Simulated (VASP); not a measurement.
# C3H4 in VASP: notebook, part 2 of 2

VASP 6.6.1. Earlier steps stand in the parts before.

## Step 5: Single point, HSE06+D3(BJ)

The input, POSCAR:

```
H4C3                                    
1.0
   14.1932882215      0.0000000000      0.0000000000
    0.0000000000     14.6932882215      0.0000000000
    0.0000000000      0.0000000000     15.1932882215
  C               H             
     3     4
Selective dynamics
Direct
     0.4283722568000030    0.5003021098000033    0.5888092642999965   F   F   F
     0.4797024680509985    0.5024928116834171    0.5251943961518177   T   T   T
     0.5412551166375914    0.5051765132198800    0.4488610420483469   T   T   T
     0.3830355647904786    0.4983833092839396    0.6450084992641895   T   T   T
     0.5417121895066972    0.5733550684305678    0.4188136608371473   T   T   T
     0.5181423883288152    0.4563259683520507    0.3983415548913434   T   T   T
     0.6142235348573188    0.4880677899752340    0.4670002067671631   T   T   T
```

The input, INCAR.step1:

```
PREC = Accurate ; ENCUT = 400
EDIFF = 1E-5 ; ISMEAR = 0
SIGMA = 0.01 ; LREAL = False
LASPH = True ; NELM = 100
ALGO = Normal ; ISIF = 2
LWAVE = True ; NBANDS = 17
ISYM = 0 ; TIME = 0.4
GGA = PE
```

The input, INCAR.step2:

```
PREC = Accurate ; ENCUT = 400
EDIFF = 1E-6 ; ISMEAR = 0
SIGMA = 0.01 ; LREAL = False
LASPH = True ; NELM = 100
ALGO = Damped ; ISIF = 2
LWAVE = False ; LCHARG = False
GGA = PE ; LHFCALC = True
HFSCREEN = 0.2 ; PRECFOCK = Fast
IVDW = 12 ; VDW_S6 = 1.0
VDW_S8 = 2.31 ; VDW_A1 = 0.383
VDW_A2 = 5.685 ; NBANDS = 17
ISYM = 0 ; TIME = 0.4
ISTART = 1
```

The input, KPOINTS:

```
regular mesh
0
Gamma
  1 1 1
```

Potentials or basis: VASP PAW PBE potentials, release 64 (C, H).

Started as:

```
$ cat potpaw_PBE.64/C/POTCAR potpaw_PBE.64/H/POTCAR > POTCAR
$ cp INCAR.step1 INCAR
$ mpirun -np 4 vasp_gam > vasp.out
$ cp INCAR.step2 INCAR
$ mpirun -np 4 vasp_gam > vasp.out
```

OUTCAR:

```text
PREC = Accurate
   ENCUT = 400
   EDIFF = 1E-6
   ISMEAR = 0
   LREAL = False
   LASPH = True
   NELM = 100
   ISIF = 2
   GGA = PE
   LHFCALC = True
   HFSCREEN = 0.2
   PRECFOCK = Fast
   IVDW = 12
   ISYM = 0
   ISTART = 1
 IVDW          = 12

 ion  position               nearest neighbor table
   1  0.428  0.500  0.589-   4 1.07   2 1.21
   2  0.480  0.502  0.525-   1 1.21   3 1.45
   3  0.541  0.505  0.449-   7 1.10   6 1.10   5 1.10   2 1.45
   4  0.383  0.498  0.645-   1 1.07
   5  0.542  0.573  0.419-   3 1.10
   6  0.518  0.456  0.398-   3 1.10
   7  0.614  0.488  0.467-   3 1.10

IMPORTANT INFORMATION: All symmetrisations will be switched off!
NOSYMM: (Re-)initialisation of all symmetry stuff for point group C_1.

----------------------------------------------------------------------------------------

                                     Primitive cell

  volume of cell :    3168.5006

  direct lattice vectors                    reciprocal lattice vectors
    14.193288221  0.000000000  0.000000000     0.070455837  0.000000000  0.000000000
     0.000000000 14.693288221  0.000000000     0.000000000  0.068058285  0.000000000
     0.000000000  0.000000000 15.193288221     0.000000000  0.000000000  0.065818537

  length of vectors
    14.193288221 14.693288221 15.193288221     0.070455837  0.068058285  0.065818537

  position of ions in fractional coordinates (direct lattice)
     0.428372257  0.500302110  0.588809264
     0.479702468  0.502492812  0.525194396
     0.541255117  0.505176513  0.448861042
     0.383035565  0.498383309  0.645008499
     0.541712190  0.573355068  0.418813661
     0.518142388  0.456325968  0.398341555
     0.614223535  0.488067790  0.467000207

  ion indices of the primitive-cell ions
   primitive index   ion index
                 1           1
                 2           2
                 3           3
                 4           4
                 5           5
[... 81 lines left out ...]
   NKREDZ  =     1    reduce k-point grid by
   AEXX    =    0.2500 exact exchange contribution
   HFSCREEN=    0.2000 screening length (either q_TF or 0.3 A-1)
   HFSCREENC=   0.2000 screening length for correlation (either q_TF or 0.3 A-1)
   ENCUTFOCK=  -1.0 apply spherical cutoff to Coloumb kernel
   IVDW    =    12    specifies the selected vdW correction
   LEPSILON=     F    determine dielectric tensor
   LRPA    =     F    only Hartree local field effects (RPA)
 non-spin polarized calculation
 Gauss-broadening in eV      SIGMA  =   0.01
  energy-cutoff  :      400.00
  volume of cell :     3168.50
 maximum number of plane-waves:     28781
 NGX is ok and might be reduce to    96
  NGX = 48; NGY = 50; NGZ = 54
   NGX = 47   NGY = 47   NGZ = 49

 number of electron      16.0000004 magnetization

 Free energy of the ion-electron system (eV)
  ---------------------------------------------------
  ext. energy  EPLUGINS =         0.00000000
  ---------------------------------------------------
  free energy    TOTEN  =       -46.05537951 eV

  energy without entropy =      -46.05537951  energy(sigma->0) =      -46.05537951

 E-fermi :  -7.1598     XC(G=0):  -0.3318

 val. band max:       -7.2350088352   @ k =   0.0000   0.0000   0.0000
 cond. band min:      -0.3176544074   @ k =   0.0000   0.0000   0.0000
 fundamental gap:      6.9173544278
 Fermi energy:        -7.1597853209

 k-point     1 :       0.0000    0.0000    0.0000
  band No.  band energies     occupation
      1     -21.4543      2.00000
      2     -19.2172      2.00000
      3     -14.3154      2.00000
      4     -12.3115      2.00000
      5     -11.6675      2.00000
      6     -11.6668      2.00000
[... 12 lines left out ...]
     19       1.1236      0.00000
     20       1.1333      0.00000

------------------------ aborting loop because EDIFF is reached ----------------------------------------

 Edisp (eV)   -0.05425

 E8    (eV) :    -0.0256

  FORCE on cell =-STRESS in cart. coord.  units (eV):
  Direction    XX          YY          ZZ          XY          YZ          ZX
  --------------------------------------------------------------------------------------
  -------------------------------------------------------------------------------------
  Total      -1.51038    -0.97035    -1.96551    -0.02607     0.02892     0.73596
  in kB      -0.76374    -0.49067    -0.99388    -0.01318     0.01462     0.37214
  external pressure =       -0.75 kB  Pullay stress =        0.00 kB

 VOLUME and BASIS-vectors are now :
 -----------------------------------------------------------------------------
  energy-cutoff  :      400.00
  volume of cell :     3168.50
      direct lattice vectors                 reciprocal lattice vectors
    14.193288221  0.000000000  0.000000000     0.070455837  0.000000000  0.000000000
     0.000000000 14.693288221  0.000000000     0.000000000  0.068058285  0.000000000
     0.000000000  0.000000000 15.193288221     0.000000000  0.000000000  0.065818537

 POSITION                                       TOTAL-FORCE (eV/Angst)
 -----------------------------------------------------------------------------------
      6.08001      7.35108      8.94595         0.546537      0.018569     -0.716450
      6.80856      7.38327      7.97943        -0.575504     -0.035663      0.756692
      7.68219      7.42270      6.81968         0.097173     -0.008475     -0.152735
      5.43653      7.32289      9.79980         0.120194      0.016419     -0.163637
      7.68868      8.42447      6.36316        -0.016764     -0.207243      0.136813
      7.35414      6.70493      6.05212         0.081678      0.184187      0.200007
      8.71785      7.17132      7.09527        -0.253314      0.032206     -0.060690
 -----------------------------------------------------------------------------------
    total drift:                               -0.000532      0.031951      0.017702

  FREE ENERGIE OF THE ION-ELECTRON SYSTEM (eV)
  ---------------------------------------------------
  free  energy   TOTEN  =       -46.1096293787 eV

  energy  without entropy=      -46.1096293787  energy(sigma->0) =      -46.10962938
```

OUTCAR.step1:

```text
PREC = Accurate
   ENCUT = 400
   EDIFF = 1E-5
   ISMEAR = 0
   LREAL = False
[... 202 lines left out ...]
      5.43653      7.32289      9.79980        -0.006273     -0.000982      0.008631
      7.68868      8.42447      6.36316         0.001285     -0.002993      0.000386
      7.35414      6.70493      6.05212         0.001222      0.001967      0.002122
      8.71785      7.17132      7.09527         0.000195      0.000003     -0.000043
 -----------------------------------------------------------------------------------
    total drift:                               -0.000332     -0.000324      0.000389

  FREE ENERGIE OF THE ION-ELECTRON SYSTEM (eV)
  ---------------------------------------------------
  free  energy   TOTEN  =       -39.8280897595 eV

  energy  without entropy=      -39.8280897595  energy(sigma->0) =      -39.82808976
```

OSZICAR.step1:

```text
N       E                     dE             d eps       ncg     rms          rms(c)
DAV:   1     0.757906471868E+02    0.75791E+02   -0.35376E+03    56   0.330E+02
DAV:   2    -0.186985808787E+02   -0.94489E+02   -0.85731E+02    68   0.829E+01
DAV:   3    -0.436972602300E+02   -0.24999E+02   -0.24836E+02    64   0.520E+01
[... 13 lines left out ...]
DAV:  17    -0.398277017842E+02   -0.73419E-03   -0.76426E-05    56   0.250E-02    0.720E-03
DAV:  18    -0.398278961133E+02   -0.19433E-03   -0.73227E-06    48   0.121E-02    0.198E-03
DAV:  19    -0.398280594374E+02   -0.16332E-03   -0.11216E-05    56   0.107E-02    0.378E-03
DAV:  20    -0.398280863610E+02   -0.26924E-04   -0.86564E-07    48   0.454E-03    0.176E-03
DAV:  21    -0.398280897595E+02   -0.33985E-05   -0.29139E-07    56   0.242E-03
   1 F= -.39828090E+02 E0= -.39828090E+02  d E =-.343833E-29
```

Wall time 72 s (4 MPI ranks of AMD EPYC 9R45 (Zen 5), shared host); peak memory 0.74 GiB.

What came out:

- Free energy: -46.1096 eV
- Largest force: 0.951 eV/Å
- Gap between the frontier levels: 6.92 eV
- Dispersion energy per atom: -0.008 eV

Forces on the atoms (eV/Å):
```
C    0.547  0.019 -0.716
C   -0.576 -0.036  0.757
C    0.097 -0.008 -0.153
H    0.120  0.016 -0.164
H   -0.017 -0.207  0.137
H    0.082  0.184  0.200
H   -0.253  0.032 -0.061
```

Caveat: the cutoff is under 1.25 times the usual one of these potentials, so pressure, stress and relaxed cells hold a basis-set (Pulay) error; the standard files for N, O and F lose accuracy on very short bonds; the PAW data sets were made with another functional, which shifts forces and pressure a little.

## Step 6: Overview

| level | cutoff (eV) | grid for exact exchange (PRECFOCK) | screening parameter | gap on the mesh (eV) | largest force (eV/Å) |
| --- | --- | --- | --- | --- | --- |
| PBE+D4 | 400 | - | - | 5.93 | 0.02 |
| PBE+D3(BJ) | 520 | - | - | 5.94 | 0.05 |
| HSE06+D3(BJ) | 400 | Fast | 0.2 1/A | 6.92 | 0.95 |

Alike in all rows: task single point; potentials or basis VASP PAW PBE potentials, release 64 (C, H); no spin polarisation; cell as given; k mesh 1 × 1 × 1; smearing gaussian 0.01 eV.

On the cell as given the gap runs from 5.93 eV (PBE+D4) to 6.92 eV (HSE06+D3(BJ)).

Caveats: the standard files for N, O and F lose accuracy on very short bonds; the cutoff is under 1.25 times the usual one of these potentials, so pressure, stress and relaxed cells hold a basis-set (Pulay) error (some runs); the PAW data sets were made with another functional, which shifts forces and pressure a little (some runs).

Absolute energies hang on the potentials; compare differences alone.
